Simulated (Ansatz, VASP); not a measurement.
Mg: VASP beside Ansatz

```xyz
1
Lattice="3.1319 0.0000 0.0000 0.0000 3.1319 0.0000 0.0000 0.0000 3.1319" Properties=species:S:1:pos:R:3 pbc="T T T"
Mg    0.0000    0.0000    0.0000
```

Alike in both runs: task single point; functional BLYP; k mesh 11 × 11 × 11; occupations fermi-dirac, width 0.1 eV; no spin polarisation.

|  | VASP | Ansatz |
| --- | --- | --- |
| version | VASP 6.6.1 | Ansatz 0.2.0 |
| potentials or method | VASP PAW PBE potentials, release 64 (Mg) | plane waves (420 eV) with PAW, scalar-relativistic |
| plane-wave cutoff (eV) | 520 | 420 |
| valence electrons in the cell | 2 | 10 |

|  | VASP | Ansatz | Ansatz less VASP |
| --- | --- | --- | --- |
| pressure (GPa) | -0.6 | -0.6 | +0.01 |

The functional is the same, so the differences come from potentials, cutoffs and numerics. The two sets of potentials don't hold the same shells in valence.

Caveats: the PAW data sets were made with another functional, which shifts forces and pressure a little (VASP).
